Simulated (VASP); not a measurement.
Wanted: the native input for a VASP 6.6.1 run.

| Quantity | Value |
| --- | --- |
| Task | relaxation of the atoms |
| Functional | PBE |
| Dispersion | D3(BJ) |
| Potentials or basis | VASP PAW PBE potentials, release 64 (Te, Pb_d) |
| Cutoff | 600 eV |
| k mesh | 8 × 8 × 8 |
| Occupations | gaussian, width 0.03 eV |
| Spin | no spin polarisation |
| Further INCAR settings | ALGO = Normal; EDIFF = 1e-07; IBRION = 2; EDIFFG = -0.01; NSW = 40 |

The structure of TePb lies in POSCAR:

```
TePb                                    
1.0
    0.0000000000      3.2984492962      3.2984492962
    3.2984492962      0.0000000000      3.2984492962
    3.2984492962      3.2984492962      0.0000000000
  Te              Pb            
     1     1
Direct
     0.5000000000000000    0.5000000000000000    0.5000000000000000
     0.0000000000000000    0.0000000000000000    0.0000000000000000
```

The cell isn't the ideal one: a relaxed cell with its volume scaled by 1.06.

The input as run:

INCAR

```
PREC = Accurate
ENCUT = 600
EDIFF = 1E-7
ISMEAR = 0
SIGMA = 0.03
LREAL = F
LASPH = T
NELM = 80
ALGO = Normal
ISIF = 2
LWAVE = F
LCHARG = F
GGA = PE
IVDW = 12
IBRION = 2
NSW = 40
EDIFFG = -0.01
```

KPOINTS

```
regular mesh
0
Gamma
  8 8 8
```

Potentials or basis: VASP PAW PBE potentials, release 64 (Te, Pb_d).

Launch:

```console
$ cat potpaw_PBE.64/Te/POTCAR potpaw_PBE.64/Pb_d/POTCAR > POTCAR
$ mpirun -np 1 vasp_std > vasp.out
```

Results of the run:

- Pressure after relaxing: -1.8 GPa
- Band gap on the k mesh: 0.85 eV, direct
- Dispersion energy per atom: -0.379 eV

Caveat: the relaxation stopped at its first step, so nothing moved; spin-orbit coupling is left out, which as a rule narrows the gap of such compounds by several tenths of an eV.

Run time: 19 s on 1 thread of Intel(R) Xeon(R) 6975P-C (Granite Rapids), with other jobs on the host, peak memory 0.26 GiB.
